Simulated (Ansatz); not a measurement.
Hf: energy along a strain

Hf, Fm-3m, a = 4.440 Å (as given, not relaxed at this level: 3.2 GPa). This isn't the element's structure at ambient conditions. Ansatz: PBE, PAW, 420 eV, Γ-centred 18×18×18 mesh on 1 atom, Gaussian smearing 0.15 eV; no spin polarisation. Cell vectors (Å): 0.000 2.220 2.220; 2.220 0.000 2.220; 2.220 2.220 0.000. The cell is strained by x per cent times the pattern (0 0 1 0 0 0) in the order xx yy zz yz xz xy (engineering shears), with fractional coordinates held. y is the free energy over the start, V0 = 21.882 Å³/atom.

| x (%) | y (meV/atom) |
| --- | --- |
| -6.00 | 65.54 |
| -4.50 | ? |
| -3.00 | 22.81 |
| 0.00 | 0.00 |
| 1.50 | -4.36 |
| 4.50 | -0.15 |
| 6.00 | 7.90 |

Task: Fit y = c1 x + c2 x² + c3 x³ to the other rows, get the stiffness along the pattern, and predict the missing energy.

Result: Least squares on the rows shown. y = −4.4278 x + 1.0206 x² − 0.010396 x³. The clamped-ion stiffness p·C·p = 2 × 10.21 eV × 160.2 / 21.882 Å³ = 149 GPa, which is C33 in these axes (C11 of the cubic crystal) (second derivative at the start, which stands under stress). At x = -4.50 the fit asked for gives 41.54 meV/atom. The run gave 41.62 meV/atom, so the fit is 0.08 meV/atom too low, within twice the rms miss on the fitted rows (0.04 meV/atom).

Spin–orbit coupling is left out, which can shift energies with elements as heavy as these.